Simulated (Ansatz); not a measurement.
# Si: molecular dynamics by PAW and LAPW

Aim: follow Si in time (30 steps of 1.5 fs under a Langevin thermostat at 800 K) with PAW and LAPW. Both runs start alike, so that frozen cores can be judged against all electrons.

Program: Ansatz 0.2.0. Level of theory: DFT PBEsol, scalar-relativistic. These are calculated values, not measurements.

## (1) Starting point

The cell holds 4 atoms (Si4): a = 7.699 Å, b = 3.849 Å, c = 3.849 Å, α = 60.00°, β = 60.00°, γ = 60.00°.

Structure file:

```
Si
1.0
     0.00000    5.44370    5.44370
     2.72185    0.00000    2.72185
     2.72185    2.72185    0.00000
Si
4
Direct
  0.37500 0.75000 0.75000
  0.87500 0.75000 0.75000
  0.25000 0.50000 0.50000
  0.75000 0.50000 0.50000
```

The cell is one relaxed in the Materials Project, used as it stands.

## (2) PAW on the default files

The input, input.yaml:

```yaml
crystal:
  lattice:
    - [0.0, 5.443702373, 5.443702373]
    - [2.7218511865, 0.0, 2.7218511865]
    - [2.7218511865, 2.7218511865, 0.0]
  atoms:
    - { symbol: Si, position: [0.375, 0.75, 0.75] }
    - { symbol: Si, position: [0.875, 0.75, 0.75] }
    - { symbol: Si, position: [0.25, 0.5, 0.5] }
    - { symbol: Si, position: [0.75, 0.5, 0.5] }
kpoints:
  mp_grid: { grid: [3, 6, 6] }
scf:
  occupations: { method: fermi_dirac, width: 0.08 }
hamiltonian:
  xc: pbesol
  pseudopotentials: { kind: paw }
output:
  forces: true
  stress: true
md:
  timestep: 1.5
  n_steps: 30
  ensemble: nvt_langevin
  temperature: 800
  initial_velocities: maxwell_boltzmann
  seed: 827362
```

Command:

```bash
$ ansatz run input.yaml --threads 2 --pin off --max-ram 4096MiB --backend cpu --events-out ev --progress --plain --runs-dir out
```

Log, shortened:

```text
Warning: md: disabling space-group detection — thermal motion breaks the input geometry's symmetry, so no spatial operation reduces the k-mesh or symmetrises the density; time reversal is kept, so that k and −k are solved as one point where they differ and the mesh holds both, and exact [...]
Warning: output.stress: scf.convergence.dr2_threshold = 4e-9 eV (the default of an md: trajectory) is looser than the 4e-10 eV advised for a printed stress (1e-10 eV for each atom of the cell: 4). What an SCF threshold leaves in a stress goes as its square root, and in the free energy as [...]
Pseudopotentials: kind: paw
Pseudopotential: Si, paw, valence charge 4, recommended cutoff 420 eV (normal)
Functional definition: PBEsol
[...]
Crystal: 4 atoms, lattice volume = 80.659 Å³
Basis set: ecut = 420 eV, 1527 PW (Γ), exchange–correlation on 108×54×54 points (8 copies of the dense FFT grid, shifted against one another)
Bands: 12, of which v1, the nominal top of the filled ones, is band 8 counted from 1 (7 counted from 0)
Symmetry: 1 space group operations
k-points: 56 of 108 (time reversal used)
[...]
SCF iter   1: F=—  HF=-2485.919130 eV  |F-HF|=—  |Δ(HF+E_count)|=         —  Δρ=2.48e-3  dr2=5.51e-3  ethr=1.77e-3  ⟨swp⟩=5.9  Hψ=4628  notcnv=0
[...]
md step     0: t =     0.00 fs  T =   600.0 K  F+E_penalty+E_count = -2485.91854917 eV  E_kin = 0.310224 eV  P_inst = -0.0391 GPa  (7 SCF iters)
[...]
md step     7: t =    10.50 fs  T =   346.6 K  F+E_penalty+E_count = -2485.82983574 eV  E_kin = 0.179183 eV  P_inst = -0.0847 GPa  (4 SCF iters)
[...]
md step    14: t =    21.00 fs  T =   254.5 K  F+E_penalty+E_count = -2485.77734517 eV  E_kin = 0.131570 eV  P_inst = -0.1452 GPa  (4 SCF iters)
[...]
md step    21: t =    31.50 fs  T =   457.6 K  F+E_penalty+E_count = -2485.80797439 eV  E_kin = 0.236578 eV  P_inst = -0.2520 GPa  (4 SCF iters)
[...]
md step    28: t =    42.00 fs  T =   280.2 K  F+E_penalty+E_count = -2485.78960909 eV  E_kin = 0.144867 eV  P_inst = -0.4655 GPa  (5 SCF iters)
md step    29: t =    43.50 fs  T =   258.9 K  F+E_penalty+E_count = -2485.79271651 eV  E_kin = 0.133867 eV  P_inst = -0.4994 GPa  (5 SCF iters)
[...]
md step    30: t =    45.00 fs  T =   310.3 K  F+E_penalty+E_count = -2485.79959700 eV  E_kin = 0.160432 eV  P_inst = -0.4917 GPa  (6 SCF iters)
SCF converged after 6 iterations
Free energy (F): -2485.799597 eV
[...]
E sigma→0 (E₀):  -2485.797567 eV
Entropy (-TS):   -0.004060 eV (-1.015 meV/atom)
Fermi energy:    6.403081 eV
[...]
--- Forces (eV/Å), atoms counted from 1 ---
  atom   1  Si     0.20896979    -0.60383928     0.00617666
  atom   2  Si     0.45680528    -1.10041051    -0.26124318
  atom   3  Si    -0.56955824     0.68614001     0.34386912
  atom   4  Si    -0.09621581     1.01810943    -0.08880009
[...]
--- Stress (GPa, compression-positive) ---
       -0.675254      -0.312830      -2.217623
       -0.312829      -0.845456       0.963243
       -2.217623       0.963243      -0.591872
  P = ⅓ Tr σ = -0.7042 GPa (-7.042 kbar)
--- MD trajectory: 30 steps, t = 0.0 → 45.0 fs ---
  final state: T = 310.3 K   F+E_penalty+E_count = -2485.79959700 eV   E_kin = 0.160432 eV
```

It took 43 s on 2 threads of Intel Xeon Platinum 8488C (Sapphire Rapids), shared host.

## (3) Frames and traces

The trajectory, every 2 steps (energies from step 0); msd is the mean square displacement from the start, the centre of mass held:

| time (fs) | T (K) | potential energy change (meV/atom) | pressure (GPa) | msd Si (Å²) |
| --- | --- | --- | --- | --- |
| 0.0 | 600 | 0.0 | 0.0 | 0.000 |
| 3.0 | 525 | 2.4 | -0.1 | 0.000 |
| 6.0 | 410 | 9.3 | -0.1 | 0.002 |
| 9.0 | 361 | 17.8 | -0.1 | 0.003 |
| 12.0 | 281 | 26.4 | -0.1 | 0.005 |
| 15.0 | 234 | 32.6 | -0.1 | 0.007 |
| 18.0 | 215 | 35.8 | -0.1 | 0.008 |
| 21.0 | 254 | 35.3 | -0.1 | 0.010 |
| 24.0 | 251 | 34.0 | -0.2 | 0.011 |
| 27.0 | 302 | 32.1 | -0.3 | 0.012 |
| 30.0 | 445 | 28.9 | -0.2 | 0.014 |
| 33.0 | 451 | 27.9 | -0.3 | 0.016 |
| 36.0 | 464 | 29.2 | -0.3 | 0.018 |
| 39.0 | 322 | 31.6 | -0.4 | 0.020 |
| 42.0 | 280 | 32.2 | -0.5 | 0.021 |
| 45.0 | 310 | 29.7 | -0.5 | 0.021 |

time (fs), T (K) and a bar:
```
      0.0        600 ##############################
      1.5        506 #######################
      4.5        493 ######################
      6.0        410 ###############
      7.5        341 ##########
     10.5        347 ##########
     12.0        281 #####
     13.5        223 #
     15.0        234 ##
     18.0        215 
     19.5        239 ##
     21.0        254 ###
     24.0        251 ###
     25.5        236 ##
     27.0        302 #######
     30.0        445 ##################
     31.5        458 ###################
     33.0        451 ###################
     34.5        433 #################
     37.5        432 #################
     39.0        322 #########
     40.5        210 
     43.5        259 ####
     45.0        310 ########
```

## (4) Snapshots as a file

Extended XYZ, with forces in eV/Å:

```xyz
4
Lattice="0.000 5.444 5.444 2.722 0.000 2.722 2.722 2.722 0.000" Properties=species:S:1:pos:R:3:forces:R:3 pbc="T T T" time_fs=6.0 T=410 dE=0.0371
Si    4.082    4.104    4.088    0.035    0.204   -0.297
Si    4.083    6.751    6.787   -0.069    0.745    0.457
Si    2.730    2.756    2.697    0.085   -0.403    0.179
Si    2.708    5.450    5.468   -0.052   -0.546   -0.339
4
Lattice="0.000 5.444 5.444 2.722 0.000 2.722 2.722 2.722 0.000" Properties=species:S:1:pos:R:3:forces:R:3 pbc="T T T" time_fs=12.0 T=281 dE=0.1055
Si    4.081    4.124    4.080    0.147    0.316   -0.408
Si    4.071    6.707    6.776    0.121    1.381    0.668
Si    2.740    2.788    2.677    0.047   -0.674    0.214
Si    2.702    5.453    5.474   -0.315   -1.024   -0.474
4
Lattice="0.000 5.444 5.444 2.722 0.000 2.722 2.722 2.722 0.000" Properties=species:S:1:pos:R:3:forces:R:3 pbc="T T T" time_fs=16.5 T=246 dE=0.1382
Si    4.083    4.139    4.080    0.245    0.327   -0.608
Si    4.062    6.687    6.776    0.225    1.570    0.662
Si    2.751    2.807    2.661    0.011   -0.803    0.344
Si    2.702    5.443    5.469   -0.481   -1.094   -0.398
4
Lattice="0.000 5.444 5.444 2.722 0.000 2.722 2.722 2.722 0.000" Properties=species:S:1:pos:R:3:forces:R:3 pbc="T T T" time_fs=22.5 T=282 dE=0.1381
Si    4.084    4.154    4.081    0.467    0.186   -0.897
Si    4.051    6.679    6.797    0.277    1.378    0.291
Si    2.776    2.814    2.632   -0.237   -0.661    0.664
Si    2.701    5.421    5.462   -0.507   -0.903   -0.058
4
Lattice="0.000 5.444 5.444 2.722 0.000 2.722 2.722 2.722 0.000" Properties=species:S:1:pos:R:3:forces:R:3 pbc="T T T" time_fs=28.5 T=464 dE=0.1227
Si    4.093    4.169    4.071    0.511   -0.041   -1.082
Si    4.039    6.682    6.822    0.334    0.852   -0.160
Si    2.791    2.810    2.604   -0.398   -0.308    0.978
Si    2.698    5.388    5.456   -0.446   -0.503    0.264
4
Lattice="0.000 5.444 5.444 2.722 0.000 2.722 2.722 2.722 0.000" Properties=species:S:1:pos:R:3:forces:R:3 pbc="T T T" time_fs=33.0 T=451 dE=0.1114
Si    4.104    4.179    4.056    0.477   -0.258   -1.027
Si    4.018    6.695    6.840    0.629    0.134   -0.355
Si    2.796    2.800    2.594   -0.537    0.107    1.098
Si    2.699    5.349    5.461   -0.569    0.016    0.284
4
Lattice="0.000 5.444 5.444 2.722 0.000 2.722 2.722 2.722 0.000" Properties=species:S:1:pos:R:3:forces:R:3 pbc="T T T" time_fs=39.0 T=322 dE=0.1265
Si    4.116    4.192    4.027    0.438   -0.519   -0.581
Si    4.001    6.715    6.851    0.760   -0.826   -0.501
Si    2.806    2.785    2.600   -0.799    0.682    0.948
Si    2.684    5.299    5.472   -0.399    0.662    0.134
4
Lattice="0.000 5.444 5.444 2.722 0.000 2.722 2.722 2.722 0.000" Properties=species:S:1:pos:R:3:forces:R:3 pbc="T T T" time_fs=45.0 T=310 dE=0.1190
Si    4.131    4.198    4.003    0.209   -0.604    0.006
Si    3.999    6.724    6.841    0.457   -1.100   -0.261
Si    2.803    2.788    2.630   -0.570    0.686    0.344
Si    2.668    5.271    5.470   -0.096    1.018   -0.089
```

## (5) Full-potential LAPW

input.yaml: that of step 2 with these lines changed.

```diff
@@ -16,3 +16,3 @@
   xc: pbesol
-  pseudopotentials: { kind: paw }
+  pseudopotentials: { kind: all_electron, lapw: { basis_error: 0.001 } }
 output:
```

Command:

```bash
$ ansatz run input.yaml --threads 2 --pin off --max-ram 4096MiB --backend cpu --events-out ev --progress --plain --runs-dir out
```

Log, shortened:

```text
Warning: md: disabling space-group detection — thermal motion breaks the input geometry's symmetry, so no spatial operation reduces the k-mesh or symmetrises the density; time reversal is kept, so that k and −k are solved as one point where they differ and the mesh holds both, and exact [...]
LAPW: plane waves up to 7.927 Å⁻¹, error target 1.0e-3 eV per atom; small_component_spin mean_spin; Si in spheres of 1.143 Å, 12 of its electrons in bands, Dirac shells []
[...]
Pseudopotentials: kind: all_electron
Pseudopotential: Si, LAPW, valence charge 12, Koelling and Harmon's equation, gaussian nucleus
[... 1 set-up line as earlier in the session ...]
[...]
Crystal: 4 atoms, lattice volume = 80.659 Å³
Basis set: ecut = 239.39343591760002 eV, 675 PW (Γ), FFT grids on a1−a3, a2, a3, exchange–correlation at level 2
Bands: 29, of which v1, the nominal top of the filled ones, is band 24 counted from 1 (23 counted from 0)
[... 1 set-up line as earlier in the session ...]
k-points: 56 of 108 (time reversal used)
[...]
md step    29: t =    43.50 fs  T =   258.8 K  F+E_penalty+E_count = -31511.67438748 eV  E_kin = 0.133812 eV  P_inst = -0.5456 GPa  (6 SCF iters)
[...]
md step    30: t =    45.00 fs  T =   310.1 K  F+E_penalty+E_count = -31511.68125938 eV  E_kin = 0.160326 eV  P_inst = -0.5378 GPa  (6 SCF iters)
NSCF: frozen V_eff on 56 k-points
[...]
SCF converged after 6 iterations
Free energy (F): -31511.681259 eV
[...]
E sigma→0 (E₀):  -31511.679240 eV
Entropy (-TS):   -0.004039 eV (-1.010 meV/atom)
Fermi energy:    7.628215 eV
[...]
--- Forces (eV/Å), atoms counted from 1 ---
  atom   1  Si     0.20935017    -0.60515298     0.00536201
  atom   2  Si     0.45697708    -1.09853831    -0.26106153
  atom   3  Si    -0.56955840     0.68509826     0.34416752
  atom   4  Si    -0.09676805     1.01859484    -0.08846897
[...]
--- Stress (GPa, compression-positive) ---
       -0.720671      -0.314203      -2.214268
       -0.314203      -0.892450       0.963096
       -2.214268       0.963096      -0.637330
  P = ⅓ Tr σ = -0.7502 GPa (-7.502 kbar)
--- Band table (eV; the first three rows and the last of 56) ---
[...]
--- MD trajectory: 30 steps, t = 0.0 → 45.0 fs ---
  final state: T = 310.1 K   F+E_penalty+E_count = -31511.68125938 eV   E_kin = 0.160326 eV
```

Wall time 4.9 min (2 threads of Intel Xeon Platinum 8488C (Sapphire Rapids), shared host).

## (6) What the atoms did

The trajectory, every 2 steps (energies from step 0); msd is the mean square displacement from the start, the centre of mass held:

| time (fs) | T (K) | potential energy change (meV/atom) | pressure (GPa) | msd Si (Å²) |
| --- | --- | --- | --- | --- |
| 0.0 | 600 | 0.0 | -0.1 | 0.000 |
| 3.0 | 525 | 2.4 | -0.1 | 0.000 |
| 6.0 | 410 | 9.3 | -0.2 | 0.002 |
| 9.0 | 361 | 17.7 | -0.1 | 0.003 |
| 12.0 | 281 | 26.4 | -0.2 | 0.005 |
| 15.0 | 234 | 32.6 | -0.1 | 0.007 |
| 18.0 | 215 | 35.8 | -0.2 | 0.008 |
| 21.0 | 254 | 35.3 | -0.2 | 0.010 |
| 24.0 | 251 | 34.0 | -0.3 | 0.011 |
| 27.0 | 302 | 32.1 | -0.3 | 0.012 |
| 30.0 | 444 | 28.9 | -0.3 | 0.014 |
| 33.0 | 450 | 27.9 | -0.3 | 0.016 |
| 36.0 | 463 | 29.2 | -0.3 | 0.018 |
| 39.0 | 322 | 31.6 | -0.5 | 0.020 |
| 42.0 | 280 | 32.3 | -0.5 | 0.021 |
| 45.0 | 310 | 29.8 | -0.5 | 0.021 |

time (fs), T (K) and a bar:
```
      0.0        600 ##############################
      1.5        506 #######################
      4.5        493 ######################
      6.0        410 ###############
      7.5        341 ##########
     10.5        347 ###########
     12.0        281 #####
     13.5        223 #
     15.0        234 ##
     18.0        215 
     19.5        239 ##
     21.0        254 ###
     24.0        251 ###
     25.5        236 ##
     27.0        302 #######
     30.0        444 ##################
     31.5        457 ###################
     33.0        450 ##################
     34.5        432 #################
     37.5        431 #################
     39.0        322 #########
     40.5        210 
     43.5        259 ####
     45.0        310 ########
```

## (7) Outcome

| quantity | value |
| --- | --- |
| PAW: length | 30 steps of 1.5 fs |
| PAW: temperature, first and last step | 600 and 310 K |
| PAW: temperature, second half | mean 350 K, from 210 to 464 K |
| PAW: potential energy, second half | +31 meV/atom from this run's first step |
| PAW: mean square displacement, second half | Si 0.016 Å² |
| LAPW: length | 30 steps of 1.5 fs |
| LAPW: temperature, first and last step | 600 and 310 K |
| LAPW: temperature, second half | mean 350 K, from 210 to 463 K |
| LAPW: potential energy, second half | +31 meV/atom from this run's first step |
| LAPW: mean square displacement, second half | Si 0.016 Å² |

**Reading.** Against a set 800 K the second half averages 350 K with a spread of 92 K (in equilibrium 4 atoms would scatter by about 327 K, over a far longer run); 31 meV/atom has gone into potential energy, and a thermostat that acts over some 100 fs has not made it up in 45 fs. The farthest move is 0.17 Å, against a mean nearest distance of 2.4 Å at the start: no atom has changed site so far. Averages from a run of 45 fs with 4 atoms are rough. LAPW took about 7 times as long as PAW (4.9 min against 43 s, on a shared host and with the outputs that each input asks for).
